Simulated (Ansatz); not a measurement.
# C: the cost of one run

Program: Ansatz 0.2.0. Level of theory: DFT PBEsol, scalar-relativistic, plane waves, PAW. These are calculated values, not measurements.

2 further runs of the same task are left out: 2 set aside as unsound or not needed.

## 1. The system as given

Symmetry: P6/mmm, No. 191, hexagonal system. The conventional cell has a = 2.459 Å, b = 2.459 Å, c = 8.523 Å, α = 90.00°, β = 90.00°, γ = 120.00°. C (site symmetry -6m2) has 3 C at 1.42 Å as nearest neighbours.

Structure file:

```
CELL_PARAMETERS angstrom
2.45881 0.00000 0.00000
-1.22941 2.12940 0.00000
0.00000 0.00000 8.52288
ATOMIC_POSITIONS crystal
C 0.33333 0.66667 0.00000
C 0.66667 0.33333 0.00000
```

It goes back to an entry of the Materials Project, which need not be the stable form.

This cell was relaxed beforehand with the same method: volume 22.31 Å³/atom, gap on the mesh none (metal).

## 2. Phonons at Γ, at rest

input.yaml reads:

```yaml
crystal:
  lattice:
    - [2.4588140218, 0.0, 0.0]
    - [-1.2294070109, 2.1293954061, 0.0]
    - [0.0, 0.0, 8.5228814217]
  atoms:
    - { symbol: C, position: [0.3333333333, 0.6666666667, 0.0] }
    - { symbol: C, position: [0.6666666667, 0.3333333333, 0.0] }
basis:
  ecutwfc: 420
kpoints:
  mp_grid: { grid: [18, 18, 6] }
hamiltonian:
  xc: pbesol
scf:
  occupations: { method: fermi_dirac, width: 0.15 }
output:
  eigenvalues: true
phonons:
  method: dfpt
  eigenvectors: true
```

On the command line:

```bash
$ ansatz run input.yaml --threads 1 --pin off --max-ram 3072MiB --backend cpu --events-out ev --progress --plain --runs-dir out
```

Q: Estimate wall time and peak memory on 1 thread of Intel Xeon Platinum 8259CL at 2.50GHz (Skylake/Cascade Lake), shared host.

About 37 s, with a peak of 0.66 GiB.
